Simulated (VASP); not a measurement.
Crystal: Ge.

```
Ge
1.0
     1.48805   -2.59469    0.00000
     1.48805    2.59469    0.00000
     0.00000    0.00000    4.72760
Ge
2
Direct
  0.33345 0.66655 0.25000
  0.66655 0.33345 0.75000
```

This isn't the form of Ge at room conditions, which is diamond.

```yaml
Program: VASP 6.6.1
Task: relaxation of cell and atoms
Functional: LDA
Potentials_or_basis: VASP PAW LDA potentials, release 64 (Ge_d)
Cutoff: 600 eV
k_mesh: 8 × 8 × 6
Occupations: fermi-dirac, width 0.05 eV
Spin: no spin polarisation
```

At the start: pressure -1.1 GPa; volume 18.25 Å³/atom.

Question: Where does the relaxation end?

Answer: Over 10 steps the energy falls by 21.4 meV/atom and the volume is 17.96 Å³/atom (-1.6 %); space group P6_3/mmc (No. 194, to 0.05 Å).

The path:
```csv
step,energy change (eV),largest force (eV/Å),pressure (GPa),volume (Å³)
1,0.0000,0.0043,-1.07,36.51
2,-0.0290,0.0016,0.29,35.85
3,-0.0263,0.0027,2.68,34.69
4,-0.0393,0.0020,1.56,35.28
5,-0.0409,0.0033,-0.35,36.11
6,-0.0423,0.0028,0.21,35.76
7,-0.0423,0.0028,0.59,35.73
8,-0.0423,0.0027,0.30,35.75
9,-0.0423,0.0028,0.41,35.74
10,-0.0427,0.0020,0.02,35.92
```

Final structure:
```cif
data_structure
_symmetry_space_group_name_H-M 'P 1'
_symmetry_Int_Tables_number 1
_cell_length_a 2.9051
_cell_length_b 2.9051
_cell_length_c 4.9218
_cell_angle_alpha 90.000
_cell_angle_beta 90.000
_cell_angle_gamma 120.136
_cell_volume 35.92
loop_
_atom_site_label
_atom_site_type_symbol
_atom_site_fract_x
_atom_site_fract_y
_atom_site_fract_z
_atom_site_occupancy
Ge1 Ge 0.33333 0.66667 0.25000 1
Ge2 Ge 0.66667 0.33333 0.75000 1
```
